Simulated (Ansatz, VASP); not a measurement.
C: VASP beside Ansatz

The input INCAR:

```
SYSTEM = C
PREC = Accurate
ENCUT = 520
EDIFF = 1E-6
ISMEAR = 0
SIGMA = 0.02
LREAL = .False.
LASPH = .True.
NELM = 80
ALGO = Normal
ISIF = 2
LWAVE = .False.
LCHARG = .False.
GGA = PS
IBRION = 2
NSW = 60
EDIFFG = -0.002
```

The input KPOINTS:

```
regular mesh
0
Gamma
  9 9 6
  0 0 0
```

File POSCAR:

```
C
1.0
    2.4990941175      0.0000000000      0.0000000000
   -1.2495470588      2.1642789922      0.0000000000
    0.0000000000      0.0000000000      4.1189829197
C
4
Direct
    0.3333333333      0.6666666667     -0.0002589785
    0.6666666667      0.3333333333      0.4997410215
    0.3333333333      0.6666666667      0.3742589785
    0.6666666667      0.3333333333      0.8742589785
```

Input for Ansatz:

```yaml
crystal:
  lattice:
    - [2.4990941174, 0.0, 0.0]
    - [-1.2495470587, 2.1642789921, 0.0]
    - [0.0, 0.0, 4.1189829196]
  atoms:
    - { symbol: C, position: [0.3333333333, 0.6666666667, -0.0002589782] }
    - { symbol: C, position: [0.6666666667, 0.3333333333, 0.4997410218] }
    - { symbol: C, position: [0.3333333333, 0.6666666667, 0.3742589782] }
    - { symbol: C, position: [0.6666666667, 0.3333333333, 0.8742589782] }
basis:
  ecutwfc: 420
kpoints:
  mp_grid: { grid: [9, 9, 6] }
hamiltonian:
  xc: pbesol
  pseudopotentials: { kind: paw, azcp: { folder: soft_1 } }
scf:
  occupations: { method: gaussian, width: 0.02 }
output:
  forces: true
  stress: true
  eigenvalues: true
relax:
  adjacent_minimum: "off"
  f_tol: 0.002
  max_steps: 40
```

Change from the starting cell: strained cell.

Alike in both runs: task relaxation of the atoms; functional PBEsol; k mesh 9 × 9 × 6; occupations gaussian, width 0.02 eV; no spin polarisation.

|  | VASP | Ansatz |
| --- | --- | --- |
| version | VASP 6.6.1 | Ansatz 0.2.0 |
| potentials or method | VASP PAW PBE potentials, release 64 (C) | scalar-relativistic, plane waves, PAW |
| plane-wave cutoff (eV) | 520 | 420 |
| valence electrons in the cell | 16 | 16 |

|  | VASP | Ansatz | Ansatz less VASP |
| --- | --- | --- | --- |
| gap on the k mesh at the Fermi level, each at its own relaxed structure (eV) | 3.03 | 3.05 | +0.020 |

Ansatz warned: «pseudo_functional_mismatch».

Caveats: an odd mesh through Γ misses points on the zone boundary, where band edges often lie.
